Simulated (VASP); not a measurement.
# BP (F-43m) in VASP: further runs

The runs below take BP through G0W0 quasiparticle levels, dielectric tensor, with PBE, LDA.

Program: VASP 6.6.1. These are calculated values, not measurements. Logs are shortened: lines on timing, memory, paths and dates and some standing lists are left out, and cuts for length are marked.

### 1 The crystal as given

Symmetry: F-43m, No. 216, cubic system. Conventional cell: a = 4.538 Å, b = 4.538 Å, c = 4.538 Å, α = 90.00°, β = 90.00°, γ = 90.00°. Around P (site symmetry -43m) lie 4 B at 1.97 Å. B (site symmetry -43m) is surrounded by 4 P at 1.97 Å.

### 2 G0W0 quasiparticle levels, PBE

POSCAR reads:

```
BP
1.0
    0.0000000000      2.2690000000      2.2690000000
    2.2690000000      0.0000000000      2.2690000000
    2.2690000000      2.2690000000      0.0000000000
P B
1 1
Direct
    0.7500000000      0.7500000000      0.7500000000
    0.0000000000      0.0000000000      0.0000000000
```

INCAR.step1 reads:

```
PREC = Accurate ; ENCUT = 450
EDIFF = 1E-8 ; ISMEAR = 0
SIGMA = 0.01 ; LREAL = False
LASPH = True ; NELM = 80
ALGO = Normal ; LWAVE = True
LCHARG = False ; GGA = PE
```

INCAR.step2 reads:

```
PREC = Accurate ; ENCUT = 450
EDIFF = 1E-8 ; ISMEAR = 0
SIGMA = 0.01 ; LREAL = False
LASPH = True ; NELM = 1
ALGO = Exact ; LWAVE = True
LCHARG = False ; GGA = PE
NBANDS = 144 ; LOPTICS = True
ISTART = 1
```

INCAR.step3 reads:

```
PREC = Accurate ; ENCUT = 450
EDIFF = 1E-8 ; ISMEAR = 0
SIGMA = 0.01 ; LREAL = False
LASPH = True ; ALGO = EVGW0
LWAVE = False ; LCHARG = False
GGA = PE ; NELMGW = 1
NBANDS = 144 ; ENCUTGW = 150
NOMEGA = 48 ; PRECFOCK = Fast
ISTART = 1 ; NBANDSGW = 12
```

KPOINTS reads:

```
Automatic mesh
0
Gamma
  3 3 3
```

Potentials or basis: VASP PAW PBE potentials, release 64 (P_GW, B_GW).

On the command line:

```console
$ cat potpaw_PBE.64/P_GW/POTCAR potpaw_PBE.64/B_GW/POTCAR > POTCAR
$ cp INCAR.step1 INCAR
$ mpirun -np 1 vasp_std > vasp.out
$ cp INCAR.step2 INCAR
$ mpirun -np 1 vasp_std > vasp.out
$ cp INCAR.step3 INCAR
$ mpirun -np 1 vasp_std > vasp.out
```

OUTCAR:

```text
PREC = Accurate
   ENCUT = 450
   EDIFF = 1E-8
   ISMEAR = 0
   LREAL = False
   LASPH = True
   GGA = PE
   NELMGW = 1
   ENCUTGW = 150
   PRECFOCK = Fast
   ISTART = 1

 Found      4 irreducible k-points:

 Following reciprocal coordinates:
            Coordinates               Weight
  0.000000  0.000000  0.000000      1.000000
  0.333333  0.000000  0.000000      8.000000
  0.333333  0.333333  0.000000      6.000000
 -0.333333  0.333333  0.000000     12.000000
   k-points           NKPTS =      4   k-points in BZ     NKDIM =     27   number of bands    NBANDS=    144
   number of dos      NEDOS =    301   number of ions     NIONS =      2
   total plane-waves  NPLWV =  13824
   dimension x,y,z NGX =    24 NGY =   24 NGZ =   24
   dimension x,y,z NGXF=    48 NGYF=   48 NGZF=   48
   ions per type =               1   1
   NGX,Y,Z   is equivalent  to a cutoff of  12.43, 12.43, 12.43 a.u.
   NGXF,Y,Z  is equivalent  to a cutoff of  24.87, 24.87, 24.87 a.u.
 SYSTEM =  unknown system
   PREC   = accura    normal or accurate (medium, high low for compatibility)
   ISTART =      1    job   : 0-new  1-cont  2-samecut
   ICHARG =      0    charge: 1-file 2-atom 10-const
   ISPIN  =      1    spin polarized calculation?
   LNONCOLLINEAR =      F non collinear calculations
   LSORBIT =      F    spin-orbit coupling
   LASPH  =      T    aspherical Exc in radial PAW
   ENCUT  =  450.0 eV  33.07 Ry    5.75 a.u.   5.55  5.55  5.55*2*pi/ulx,y,z
   NELM   =     60;   NELMIN=  2; NELMDL=  0     # of ELM steps
   EDIFF  = 0.1E-07   stopping-criterion for ELM
   LREAL  =      F    real-space projection
   EDIFFG = 0.1E-06   stopping-criterion for IOM
   NSW    =      0    number of steps for IOM
   IBRION =     -1    ionic relax: 0-MD 1-quasi-New 2-CG
   NFREE  =      0    steps in history (QN), initial steepest desc. (CG)
   ISIF   =      0    stress and relaxation
   ISYM   =      3    0-nonsym 1-usesym 2-fastsym
   POTIM  = 0.5000    time-step for ionic-motion
   TEBEG  =    0.0;   TEEND  =   0.0 temperature during run
   PSTRESS=    0.0 pullay stress
   NELECT =       8.0000    total number of electrons
   NUPDOWN=      -1.0000    fix difference up-down
   EMIN   =  10.00;   EMAX   =-10.00  energy-range for DOS
   EFERMI =   0.00;   METHOD = LEGACY
   ISMEAR =     0;   SIGMA  =   0.01  broadening in eV -4-tet -1-fermi 0-gaus
   EFERMI_NEDOS =   21; number of points for ismear=-14 and -15
   IALGO  =     38    algorithm
   IMIX   =      4    mixing-type and parameters
     AMIX     =   0.40;   BMIX     =  1.00
     AMIX_MAG =   1.60;   BMIX_MAG =  1.00
  volume/ion in A,a.u.               =      11.68        78.83
  Fermi-wavevector in a.u.,A,eV,Ry     =   1.145320  2.164342 17.847562  1.311759
  Thomas-Fermi vector in A             =   2.282009
   LORBIT       =      0    0 simple, 1 ext, 2 COOP (PROOUT), +10 PAW based schemes
   GGA     = PE    functional components
   LHFCALC =     T    Hartree Fock is set to
   PRECFOCK=fast      Normal, Fast or Accurate (Low or Medium for compatibility)
   ENCUT4O =  -1.0   cutoff for four orbital integrals eV
   NKREDX  =     1    reduce k-point grid by
   NKREDY  =     1    reduce k-point grid by
   NKREDZ  =     1    reduce k-point grid by
   AEXX    =    1.0000 exact exchange contribution
   HFSCREEN=    0.0000 screening length (either q_TF or 0.3 A-1)
   HFSCREENC=   0.0000 screening length for correlation (either q_TF or 0.3 A-1)
   ENCUTFOCK=  -1.0 apply spherical cutoff to Coloumb kernel
   IVDW    =     0    specifies the selected vdW correction
   LEPSILON=     F    determine dielectric tensor
   LRPA    =     F    only Hartree local field effects (RPA)
   LRPAFORCE           =     F    calculate RPA forces
   ENCUTGW             = 150.0    cutoff for response function in eV
   ENCUTGWSOFT         = 120.0    soft cutoff for Coulomb kernel in GW response function in eV
   ENCUTLF             =  -1.0    cutoff for local field effects
   NELMGW              =     1    number of iterations in solving QP/BSE equation
   NELMHF              =     1    number of iterations in the inner HF iteration
   NKREDLFX            =     1    NKREDLFY  =   1   NKREDLFZ  =   1
 non-spin polarized calculation
 Gauss-broadening in eV      SIGMA  =   0.01
  energy-cutoff  :      450.00
  volume of cell :       23.36
 maximum number of plane-waves:       531
 NGX is ok and might be reduce to    24
  NGX = 14; NGY = 14; NGZ = 14
   NGX = 11   NGY = 11   NGZ = 11
 maximum number of plane-waves:       113
 NGX is ok and might be reduce to    14

 QP shifts <psi_nk| G(iteration)W_0 |psi_nk>: iteration 1
 for sc-GW calculations column KS-energies equals QP-energies in previous step
 and V_xc(KS)=  KS-energies - (<T + V_ion + V_H > + <T+V_H+V_ion>^1  + <V_x>^1)

 k-point   1 :       0.0000    0.0000    0.0000
  band No.  KS-energies  QP-energies   sigma(KS)   V_xc(KS)     V^pw_x(r,r')   Z            occupation Imag(sigma)

      1      -8.2562      -9.1196     -13.2317     -12.0443     -20.4104       0.7272       2.0000       1.4707
      2       7.2423       6.6709     -14.0590     -13.3323     -15.6940       0.7864       2.0000       0.0916
      3       7.2423       6.6709     -14.0590     -13.3323     -15.6940       0.7864       2.0000       0.0916
      4       7.2423       6.6709     -14.0590     -13.3323     -15.6940       0.7864       2.0000       0.0916
      5      10.5996      10.8898     -11.6847     -12.0587      -6.6990       0.7759       0.0000      -0.0950
      6      10.5996      10.8898     -11.6847     -12.0587      -6.6990       0.7759       0.0000      -0.0950
      7      10.5996      10.8898     -11.6847     -12.0587      -6.6990       0.7759       0.0000      -0.0950
      8      14.6211      14.9159     -12.3547     -12.7388      -5.8616       0.7675       0.0000      -0.2380
      9      18.7364      18.5219      -9.6192      -9.3455      -3.2088       0.7837       0.0000      -0.3781
     10      19.2001      19.6035     -11.2251     -11.7529      -4.8887       0.7641       0.0000      -0.2454
     11      19.2001      19.6035     -11.2251     -11.7529      -4.8887       0.7641       0.0000      -0.2454
     12      22.8563      22.8700      -9.8495      -9.8669      -2.7229       0.7920       0.0000      -0.7602

 k-point   2 :       0.3333    0.0000    0.0000
  band No.  KS-energies  QP-energies   sigma(KS)   V_xc(KS)     V^pw_x(r,r')   Z            occupation Imag(sigma)

      1      -6.3381      -7.1796     -13.4121     -12.2494     -19.8743       0.7237       2.0000       1.0927
      2       0.4812      -0.2985     -13.2345     -12.1915     -16.7983       0.7477       2.0000       0.2720
      3       5.7643       5.1405     -13.8592     -13.0562     -15.8315       0.7768       2.0000       0.1000
      4       5.7643       5.1405     -13.8592     -13.0562     -15.8315       0.7768       2.0000       0.1000
      5      11.1127      11.3020     -11.8407     -12.0845      -6.5521       0.7766       0.0000      -0.1066
      6      12.0497      12.3551     -11.4386     -11.8323      -6.1150       0.7758       0.0000      -0.1141
      7      12.0497      12.3551     -11.4386     -11.8323      -6.1150       0.7758       0.0000      -0.1141
      8      17.3386      17.4867     -10.7742     -10.9706      -3.9912       0.7544       0.0000      -0.3388
      9      19.0046      19.2986     -11.0560     -11.4359      -4.5850       0.7739       0.0000      -0.3499
     10      19.0046      19.2986     -11.0560     -11.4359      -4.5850       0.7739       0.0000      -0.3499
     11      20.6568      20.6684     -10.4864     -10.5014      -3.6857       0.7707       0.0000      -0.4588
     12      24.9945      25.1722     -11.0604     -11.2976      -3.3551       0.7492       0.0000      -0.7680

 k-point   3 :       0.3333    0.3333    0.0000
  band No.  KS-energies  QP-energies   sigma(KS)   V_xc(KS)     V^pw_x(r,r')   Z            occupation Imag(sigma)

      1      -5.6621      -6.5461     -13.4642     -12.2893     -19.6316       0.7524       2.0000       0.9946
      2       1.6264       0.8452     -13.9309     -12.9007     -17.2483       0.7582       2.0000       0.2380
      3       3.7285       3.0283     -13.4858     -12.5712     -16.0353       0.7655       2.0000       0.1283
      4       3.7285       3.0283     -13.4858     -12.5712     -16.0353       0.7655       2.0000       0.1283
      5       8.5793       8.6615     -10.9523     -11.0563      -6.2808       0.7910       0.0000      -0.0852
      6      10.4955      10.5650     -10.3700     -10.4579      -5.2513       0.7911       0.0000      -0.1010
      7      16.8164      17.2977     -12.1231     -12.7487      -5.5689       0.7692       0.0000      -0.2949
      8      16.8164      17.2977     -12.1231     -12.7487      -5.5689       0.7692       0.0000      -0.2949
      9      20.8930      21.2621     -12.1577     -12.6458      -4.7080       0.7564       0.0000      -0.5418
     10      21.8821      22.3091     -11.3560     -11.9044      -4.3625       0.7787       0.0000      -0.5122
     11      24.4353      24.6108     -11.0006     -11.2334      -3.5072       0.7538       0.0000      -0.7067
     12      26.9735      27.3123     -11.5887     -12.0371      -3.5594       0.7558       0.0000      -1.1061

 k-point   4 :      -0.3333    0.3333    0.0000
  band No.  KS-energies  QP-energies   sigma(KS)   V_xc(KS)     V^pw_x(r,r')   Z            occupation Imag(sigma)

      1      -3.8247      -4.6163     -13.7886     -12.7142     -19.3027       0.7367       2.0000       0.7294
      2      -0.6121      -1.4786     -13.6736     -12.5124     -17.8964       0.7462       2.0000       0.4007
      3       0.8718       0.0878     -12.6574     -11.6314     -15.7545       0.7641       2.0000       0.2091
      4       4.1665       3.4758     -13.5923     -12.6946     -16.0028       0.7694       2.0000       0.1221
      5       9.8351       9.9398     -10.7767     -10.9091      -5.8143       0.7908       0.0000      -0.0965
      6      15.4335      15.6761     -11.2800     -11.5956      -5.2861       0.7688       0.0000      -0.2065
      7      15.7422      16.1898     -11.7577     -12.3392      -5.3371       0.7696       0.0000      -0.2676
      8      16.9753      17.3378     -12.0085     -12.4877      -5.3046       0.7564       0.0000      -0.3098
      9      17.6280      17.9731     -11.6854     -12.1376      -5.1107       0.7630       0.0000      -0.3057
     10      18.8698      19.1437     -11.0150     -11.3649      -4.7725       0.7829       0.0000      -0.3278
     11      25.9044      26.2117     -11.6635     -12.0791      -3.4867       0.7394       0.0000      -0.8868
     12      27.2862      27.2753     -10.1647     -10.1504      -2.6179       0.7675       0.0000      -0.9436
```

It took 24 s on 1 thread of Intel Xeon Platinum 8375C at 2.90GHz (Ice Lake), shared host; peak memory 0.17 GiB.

These settings aren't checked as converged: the numbers below hold their error.

Results:

| Item | Value |
| --- | --- |
| Band gap on the k mesh, mean-field level | 1.34 eV, indirect (least direct gap 3.36 eV) |
| Quasiparticle gap | 1.99 eV |
| Least direct quasiparticle gap | 4.22 eV |

Caveat: the k mesh is coarse (spacing up to 0.80 Å⁻¹), so the values aren't converged; bands, screening cutoff and mesh are small and nothing is extrapolated, so the quasiparticle values aren't converged; an odd mesh through Γ misses points on the zone boundary, where band edges often lie.

[end of part 1 of 3]
